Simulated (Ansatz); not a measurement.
Space group P6/mmm (No. 191). a = 5.326 Å, b = 5.326 Å, c = 3.139 Å, α = 90.00°, β = 90.00°, γ = 120.00°
```json
{"atom": "Hg", "site": "2d", "symmetry": "-6m2", "x": "0.3333", "y": "0.6667", "z": "0.5000"}
{"atom": "Hg", "site": "1a", "symmetry": "6/mmm", "x": "0.0000", "y": "0.0000", "z": "0.0000"}
```

Equation of state of this Hg structure (not necessarily the ground state), with shape and atoms relaxed at each volume where symmetry leaves them free. It has no gap at any of these volumes. The calculation used DFT PBE+D3(BJ), scalar-relativistic, plane waves, PAW in Ansatz.

Cutoff 420 eV; k points 9×9×14 on the computed 3-atom cell (Γ-centred); Gaussian smearing, width 0.10 eV; no spin polarisation.

```csv
V (Å³/atom),E − E(largest V) (meV/atom),P (GPa)
22.620,26.68,4.92
23.391,7.28,3.25
24.162,-5.30,1.98
24.934,-12.43,0.92
25.705,-14.64,0.02
26.476,-12.99,-0.65
27.247,-8.59,-1.13
28.275,0.00,-1.54
```

**Question.** Fit a third-order Birch–Murnaghan equation to E(V).

**Answer.** V0 = 25.77 Å³/atom, B0 = 24 GPa, B0' = 6.9.

Spin-orbit coupling is left out, which matters for the bands of heavy elements.

This form isn't the element's structure at ambient conditions.

Cost: 8 runs of about 4.6 core-minutes in all, on Arm Neoverse V1 (shared hosts).